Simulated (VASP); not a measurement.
# Si (Fd-3m) in VASP: a series of runs, part 2 of 3

VASP 6.6.1.

## 4. Single point, r2SCAN (cell and atoms relaxed tightly for response)

Contents of POSCAR:

```
Si
1.0
    0.0000000000      2.7220959755      2.7220959755
    2.7220959755      0.0000000000      2.7220959755
    2.7220959755      2.7220959755      0.0000000000
Si
2
Direct
    0.7500000000      0.7500000000      0.7500000000
    0.5000000000      0.5000000000      0.5000000000
```

Contents of INCAR.step1:

```
SYSTEM = Si
ALGO = Normal
EDIFF = 1E-4
ENCUT = 520
GGA = PE
ISMEAR = 0
LASPH = .True.
LCHARG = .False.
LREAL = .False.
LWAVE = .True.
NBANDS = 11
NELM = 100
PREC = Accurate
SIGMA = 0.01
```

Contents of INCAR.step2:

```
SYSTEM = Si
ALGO = Normal
EDIFF = 1E-6
ENCUT = 520
ISIF = 2
ISMEAR = 0
ISTART = 1
LASPH = .True.
LCHARG = .False.
LMIXTAU = .True.
LREAL = .False.
LWAVE = .False.
METAGGA = R2SCAN
NBANDS = 11
NELM = 100
PREC = Accurate
SIGMA = 0.01
```

Contents of KPOINTS:

```
k-points
0
Gamma
  10 10 10
  0 0 0
```

Potentials or basis: VASP PAW PBE potentials, release 64 (Si).

Run with:

```sh
> cat potpaw_PBE.64/Si/POTCAR > POTCAR
> cp INCAR.step1 INCAR
> mpirun -np 1 vasp_std > vasp.out
> cp INCAR.step2 INCAR
> mpirun -np 1 vasp_std > vasp.out
```

OUTCAR:

```text
SYSTEM = Si
   EDIFF = 1E-6
   ENCUT = 520
   ISIF = 2
   ISMEAR = 0
   ISTART = 1
   LASPH = .True.
   LREAL = .False.
   METAGGA = R2SCAN
   NELM = 100
   PREC = Accurate

 ion  position               nearest neighbor table
   1  0.750  0.750  0.750-   2 2.36   2 2.36   2 2.36   2 2.36
   2  0.500  0.500  0.500-   1 2.36   1 2.36   1 2.36   1 2.36

  LATTYP: Found a face centered cubic cell.
 ALAT       =     5.4441919510

  Lattice vectors:

 A1 = (   0.0000000000,   2.7220959755,   2.7220959755)
 A2 = (   2.7220959755,   0.0000000000,   2.7220959755)
 A3 = (   2.7220959755,   2.7220959755,   0.0000000000)

Analysis of symmetry for initial positions (statically):
=====================================================================
 Subroutine PRICEL returns:
 Original cell was already a primitive cell.

 Routine SETGRP: Setting up the symmetry group for a
 face centered cubic supercell.

 Subroutine GETGRP returns: Found 48 space group operations
 (whereof 24 operations were pure point group operations)
 out of a pool of 48 trial point group operations.

The static configuration has the point symmetry T_d .
 The point group associated with its full space group is O_h .

Analysis of symmetry for dynamics (positions and initial velocities):
=====================================================================
 Subroutine PRICEL returns:
 Original cell was already a primitive cell.

 Routine SETGRP: Setting up the symmetry group for a
 face centered cubic supercell.

 Subroutine GETGRP returns: Found 48 space group operations
 (whereof 24 operations were pure point group operations)
 out of a pool of 48 trial point group operations.

The dynamic configuration has the point symmetry T_d .
 The point group associated with its full space group is O_h .

 Subroutine INISYM returns: Found 48 space group operations
 (whereof 24 operations are pure point group operations),
 and found     1 'primitive' translations

----------------------------------------------------------------------------------------

                                     Primitive cell

  volume of cell :      40.3404

[... 113 lines left out ...]
   METAGGA = R2SCAN    functional components
   LHFCALC =     F    Hartree Fock is set to
   AEXX    =    0.0000 exact exchange contribution
   IVDW    =     0    specifies the selected vdW correction
   LEPSILON=     F    determine dielectric tensor
   LRPA    =     F    only Hartree local field effects (RPA)
 non-spin polarized calculation
 Gauss-broadening in eV      SIGMA  =   0.01
  energy-cutoff  :      520.00
  volume of cell :       40.34
 maximum number of plane-waves:      1106
 NGX is ok and might be reduce to    30
   NGX = 15   NGY = 15   NGZ = 15

 number of electron       8.0000001 magnetization

 Free energy of the ion-electron system (eV)
  ---------------------------------------------------
  ext. energy  EPLUGINS =         0.00000000
  ---------------------------------------------------
  free energy    TOTEN  =       -17.54983648 eV

  energy without entropy =      -17.54983648  energy(sigma->0) =      -17.54983648

 E-fermi :   5.7029     XC(G=0):  -9.8253

 val. band max:        5.6623629630   @ k =   0.0000   0.0000   0.0000
 cond. band min:       6.4553313407   @ k =   0.4000   0.4000   0.0000
 fundamental gap:      0.7929683777
 Fermi energy:         5.7028623411

 k-point     1 :       0.0000    0.0000    0.0000
  band No.  band energies     occupation
      1      -6.8109      2.00000
      2       5.6624      2.00000
      3       5.6624      2.00000
      4       5.6624      2.00000
      5       8.4174      0.00000
      6       8.4174      0.00000
      7       8.4174      0.00000
      8       9.5597      0.00000
      9      13.7855      0.00000
     10      13.7855      0.00000
     11      14.3314      0.00000
[... 309 lines left out ...]
 k-point    24 :       0.4000    0.3000    0.0000
  band No.  band energies     occupation
      1      -4.5483      2.00000
      2       0.0440      2.00000
      3       2.6903      2.00000
      4       3.1098      2.00000
      5       6.9306      0.00000
      6       8.1858      0.00000
      7      13.0975      0.00000
      8      13.1880      0.00000
      9      16.7068      0.00000
     10      17.1977      0.00000
     11      18.5888      0.00000

 [... further k-points ...]
[... 5 lines left out ...]
  --------------------------------------------------------------------------------------
  -------------------------------------------------------------------------------------
  Total       -0.0591013     -0.0591013     -0.0591013      0.0000000      0.0000000     -0.0000000
  in kB       -2.3472941     -2.3472941     -2.3472941      0.0000000      0.0000000     -0.0000000
  external PRESSURE =      -2.3472941 kB  Pullay stress =       0.0000000 kB

 VOLUME and BASIS-vectors are now :
 -----------------------------------------------------------------------------
  energy-cutoff  :      520.00
  volume of cell :       40.34
      direct lattice vectors                 reciprocal lattice vectors
     0.000000000  2.722095975  2.722095975    -0.183681988  0.183681988  0.183681988
     2.722095975  0.000000000  2.722095975     0.183681988 -0.183681988  0.183681988
     2.722095975  2.722095975  0.000000000     0.183681988  0.183681988 -0.183681988

 POSITION                                       TOTAL-FORCE (eV/Angst)
 -----------------------------------------------------------------------------------
      4.08314      4.08314      4.08314        -0.000000     -0.000000     -0.000000
      2.72210      2.72210      2.72210         0.000000      0.000000      0.000000
 -----------------------------------------------------------------------------------
    total drift:                                0.000000     -0.000000     -0.000000

  FREE ENERGIE OF THE ION-ELECTRON SYSTEM (eV)
  ---------------------------------------------------
  free  energy   TOTEN  =       -17.5498364757 eV

  energy  without entropy=      -17.5498364757  energy(sigma->0) =      -17.54983648
```

OUTCAR.step1:

```text
SYSTEM = Si
   EDIFF = 1E-4
   ENCUT = 520
   GGA = PE
   ISMEAR = 0
   LASPH = .True.
   LREAL = .False.
[... 560 lines left out ...]
      4.08314      4.08314      4.08314        -0.000000     -0.000000      0.000000
      2.72210      2.72210      2.72210         0.000000      0.000000     -0.000000
 -----------------------------------------------------------------------------------
    total drift:                                0.000000     -0.000000     -0.000000

  FREE ENERGIE OF THE ION-ELECTRON SYSTEM (eV)
  ---------------------------------------------------
  free  energy   TOTEN  =       -10.8471098850 eV

  energy  without entropy=      -10.8471098850  energy(sigma->0) =      -10.84710989
```

OSZICAR.step1:

```text
N       E                     dE             d eps       ncg     rms          rms(c)
DAV:   1     0.790391482770E+01    0.79039E+01   -0.32434E+03  1034   0.589E+02
DAV:   2    -0.104879856061E+02   -0.18392E+02   -0.17570E+02  1334   0.862E+01
DAV:   3    -0.110188209932E+02   -0.53084E+00   -0.52957E+00  1341   0.130E+01
DAV:   4    -0.110229472900E+02   -0.41263E-02   -0.41258E-02  1233   0.145E+00
DAV:   5    -0.110229890477E+02   -0.41758E-04   -0.41757E-04  1348   0.137E-01    0.483E+00
DAV:   6    -0.109013927491E+02    0.12160E+00   -0.69198E-02  1154   0.108E+00    0.295E+00
DAV:   7    -0.108456159313E+02    0.55777E-01   -0.13377E-01  1165   0.161E+00    0.177E-01
DAV:   8    -0.108468793523E+02   -0.12634E-02   -0.59076E-03  1184   0.413E-01    0.805E-02
DAV:   9    -0.108470846923E+02   -0.20534E-03   -0.19662E-04  1264   0.857E-02    0.591E-02
DAV:  10    -0.108471098850E+02   -0.25193E-04   -0.21365E-05   724   0.270E-02
   1 F= -.10847110E+02 E0= -.10847110E+02  d E =-.424023E-74
```

It took 74 s on 1 thread of Intel Xeon Platinum 8259CL at 2.50GHz (Skylake/Cascade Lake), shared host; peak memory 0.16 GiB.

What came out:

```
Free energy            : -17.5498 eV
Pressure               : -0.2 GPa
Band gap on the k mesh : 0.79 eV, indirect (least direct gap 2.76 eV)
```

Caveat: the PAW data sets were made with another functional, which shifts forces and pressure a little. A k mesh can miss the band edges.

[end of part 2 of 3]
